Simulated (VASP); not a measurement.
A convergence study with VASP on NaBr (rock salt): one setting is varied, all else stays as given below, so the limit is that of these other settings.

```yaml
crystal:
  lattice:
    - [0.00000, 2.98500, 2.98500]
    - [2.98500, 0.00000, 2.98500]
    - [2.98500, 2.98500, 0.00000]
  atoms:
    - { symbol: Na, position: [0.00000, 0.00000, 0.00000] }
    - { symbol: Br, position: [0.50000, 0.50000, 0.50000] }
```

These are PBE GGA, VASP's PBE PAW potentials (set 64) (plane waves; VASP) values and carry that method's errors. The tightest run used: 550 eV cut-off, 17×17×17 Γ-centred mesh, tetrahedra with Blöchl corrections, potentials Na_pv Br.

Gaps are read on the run's mesh, which can miss a band edge.

Task: The settings run are 3×3×3 mesh; 4×4×4 mesh; 5×5×5 mesh; 6×6×6 mesh; 7×7×7 mesh; 8×8×8 mesh; 9×9×9 mesh; 10×10×10 mesh; 11×11×11 mesh; 12×12×12 mesh; 13×13×13 mesh; 14×14×14 mesh; 15×15×15 mesh; 16×16×16 mesh; 17×17×17 mesh. From which on does the stress (every component) stay within 0.2 GPa of the tightest run?

Result: From 4×4×4 mesh on: it is off by 0.04 there and by no more than 0.2 in any finer run, while 3×3×3 mesh is off by 0.27.
```
setting        E (eV/atom)  pressure (GPa)  gap on the mesh (eV)  irreducible k-points  difference judged (GPa)
-------------  -----------  --------------  --------------------  --------------------  -----------------------
3×3×3 mesh         -3.0436            0.97                 4.148                     4                     0.27
4×4×4 mesh         -3.0566            0.74                 4.158                     8                     0.04
5×5×5 mesh         -3.0580            0.71                 4.159                    10                     0.01
6×6×6 mesh         -3.0582            0.70                 4.159                    16                     0.00
7×7×7 mesh         -3.0583            0.70                 4.159                    20                     0.00
8×8×8 mesh         -3.0583            0.70                 4.159                    29                     0.00
9×9×9 mesh         -3.0583            0.70                 4.159                    35                     0.00
10×10×10 mesh      -3.0583            0.70                 4.159                    47                     0.00
11×11×11 mesh      -3.0583            0.70                 4.159                    56                     0.00
12×12×12 mesh      -3.0583            0.70                 4.159                    72                     0.00
13×13×13 mesh      -3.0583            0.70                 4.159                    84                     0.00
14×14×14 mesh      -3.0583            0.70                 4.159                   104                     0.00
15×15×15 mesh      -3.0583            0.70                 4.159                   120                     0.00
16×16×16 mesh      -3.0583            0.70                 4.159                   145                     0.00
17×17×17 mesh      -3.0583            0.70                 4.159                   165                     0.00
```

Left out are rungs that failed or repeat a setting and relaxations that didn't move; long series are thinned to 24 rows.

The compound is NaBr in the rock salt structure. The cell was not relaxed at this level.
